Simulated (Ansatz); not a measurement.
Born–Oppenheimer molecular dynamics of a periodic cell of 17 atoms, Si16C (host Si, host structure diamond, interstitial C). It goes on from the last frame of an earlier run, with new velocities.

The calculation used Ansatz, DFT PBE-D3(BJ), scalar-relativistic, plane waves, PAW. Settings: PAW set soft_1, cutoff 420 eV, k mesh 2x2x2, fermi-dirac smearing 0.05 eV, spin collinear.

```
ensemble        : NVT, Nosé–Hoover chain
time step       : 1.5 fs
steps asked     : 110
set temperature : 840 K
thermostat      : time constant 50 fs, chain length 3
seed            : 391265
```

First frame:

```xyz
17
Lattice="0.0000 5.4300 5.4300 5.4300 0.0000 5.4300 5.4300 5.4300 0.0000" Properties=species:S:1:pos:R:3
Si 0.157 -0.406 -0.194
Si 1.182 1.109 1.427
Si 2.804 2.563 0.145
Si 4.421 3.716 1.355
Si 2.433 -0.323 2.756
Si 3.754 1.020 4.086
Si 5.363 2.586 2.850
Si 6.763 3.825 4.332
Si 0.037 2.592 3.128
Si 1.918 5.314 3.321
Si 3.692 6.117 1.742
Si 3.917 6.394 4.158
Si 2.368 2.609 5.431
Si 3.803 3.683 7.078
Si 5.200 5.012 5.617
Si 6.566 6.556 7.009
C 6.670 9.163 4.264
```

Q: What does the run give?

A: The run went to its last step.

```json
{
 "steps done": "110",
 "time covered": "165 fs",
 "mean temperature over the second half": "1007 K",
 "spread of the potential energy over the second half": "27.2 meV per atom",
 "mean potential energy of the second half above the start": "46.8 meV per atom"
}
```

The conserved energy stayed within 0.2 meV per atom of its start (net change -0.0059 meV per atom), so the integration is sound. The mean temperature of the second half is 20 % above the set value. A run of 0.17 ps of so small a system gives no equilibrium averages. Limits of this set-up: coarse k mesh, a small cell, in which the defect meets its images.

Q: What happens to the structure?

A: Mean squared displacements from the first frame to the last, about the centre of mass: Si 0.23 Å², C 0.11 Å². The details hang on the random start.

Q: How do temperature and energy run in time?

A: 
```
time (fs)  T (K)  potential energy less start (eV)  conserved less start (meV/atom)
        0    840                             0.000                             0.00
     13.5    701                             0.305                             0.01
       27    825                             0.108                             0.01
     40.5    698                             0.447                             0.07
       54    801                             0.355                            -0.04
     67.5    601                             0.941                             0.12
       81    825                             0.727                             0.07
     94.5   1215                             0.258                             0.06
      108   1221                             0.404                             0.03
    121.5    669                             1.541                             0.19
      135    785                             1.319                             0.12
    148.5   1081                             0.733                             0.07
      162   1163                             0.505                             0.00
```

The run took 22 min on 1 thread of Arm Neoverse V2 (shared host), peak memory 0.7 GiB.
